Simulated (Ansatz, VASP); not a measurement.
**Two plane-wave programs on Ge**

The input INCAR:

```
SYSTEM = Ge
PREC = Accurate
ENCUT = 520
EDIFF = 1E-7
ISMEAR = -1
SIGMA = 0.05
LREAL = .FALSE.
LASPH = .TRUE.
NELM = 100
ALGO = Normal
ISIF = 2
LWAVE = .FALSE.
LCHARG = .FALSE.
GGA = PS
NBANDS = 21
```

File KPOINTS:

```
Automatic mesh
0
G
  10 10 6
  0 0 0
```

The input POSCAR:

```
Ge
1.0
    1.4880529250     -2.5946896100      0.0000000000
    1.4880529250      2.5946896100      0.0000000000
    0.0000000000      0.0000000000      4.7275957900
Ge
2
Direct
    0.3334466300      0.6665533700      0.2500000000
    0.6665533700      0.3334466300      0.7500000000
```

Contents of input.yaml:

```yaml
crystal:
  lattice:
    - [1.488052925, -2.59468961, 0.0]
    - [1.488052925, 2.59468961, 0.0]
    - [0.0, 0.0, 4.72759579]
  atoms:
    - { symbol: Ge, position: [0.33344663, 0.66655337, 0.25] }
    - { symbol: Ge, position: [0.66655337, 0.33344663, 0.75] }
hamiltonian:
  xc: pbesol
  pseudopotentials: { kind: paw }
kpoints:
  mp_grid: { grid: [10, 10, 6] }
scf:
  occupations: { method: fermi_dirac, width: 0.05 }
output:
  forces: true
  stress: true
  eigenvalues: true
  write_density: true
  write_potential: true
  elf: true
  volumetric_format: npy
```

This isn't the form of Ge at room conditions, which is diamond.

Alike in both runs: task single point; functional PBEsol; k mesh 10 × 10 × 6; occupations fermi-dirac, width 0.05 eV; no spin polarisation.

|  | VASP | Ansatz |
| --- | --- | --- |
| version | VASP 6.6.1 | Ansatz 0.2.0 |
| potentials or method | VASP PAW PBE potentials, release 64 (Ge_d) | Ansatz PAW |
| plane-wave cutoff (eV) | 520 | 420 |
| valence electrons in the cell | 28 | 28 |

```csv
,VASP,Ansatz,Ansatz less VASP
gap on the k mesh at the Fermi level (eV),none,none,-
pressure (GPa),0.5,0.5,-0.04
largest component of the traceless stress (GPa),1.60,1.60,0.000
```

A gap of «none» marks a metal or a gap that the smearing closes. The functional is the same, so the differences come from potentials, cutoffs and numerics.

Caveats: the PAW data sets were made with another functional, which shifts forces and pressure a little (VASP); the PAW data sets come from PBE, with cores solved anew for the run's functional, which leaves a small shift of forces and pressure (Ansatz).
